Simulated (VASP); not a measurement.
TaN, 4 atoms in the cell. Symmetry: P6_3/mmc, No. 194, hexagonal system. The conventional cell has a = 2.922 Å, b = 2.922 Å, c = 5.917 Å, α = 90.00°, β = 90.00°, γ = 120.00°. Ta (site symmetry -3m) is surrounded by 6 N at 2.24 Å. N (site symmetry -6m2) is surrounded by 6 Ta at 2.24 Å. The cell comes from a database or a generator and needn't be the stable form of this composition.

- Program: VASP 6.6.1
- Task: single point
- Functional: PBEsol
- Potentials or basis: VASP PAW PBE potentials, release 64 (Ta_pv, N)
- Cutoff: 520 eV
- k mesh: 7 × 7 × 4
- Occupations: fermi-dirac, width 0.05 eV
- Spin: no spin polarisation
- Hubbard terms: Ta d U = 2 eV
- Further INCAR settings: ALGO = Fast; EDIFF = 1e-06; NBANDS = 24

Potentials or basis: VASP PAW PBE potentials, release 64 (Ta_pv, N).

Command:

```sh
$ cat potpaw_PBE.64/Ta_pv/POTCAR potpaw_PBE.64/N/POTCAR > POTCAR
$ mpirun -np 1 vasp_std > vasp.out
```

Hardware: 1 thread of AMD EPYC 9R14 (Zen 4), on a shared host.

Question: Estimate the wall time of this run.

Answer: Wall time 21 s on 1 thread of AMD EPYC 9R14 (Zen 4), on a shared host, peak memory 0.14 GiB. Counts: scf iterations 14, k points 24.
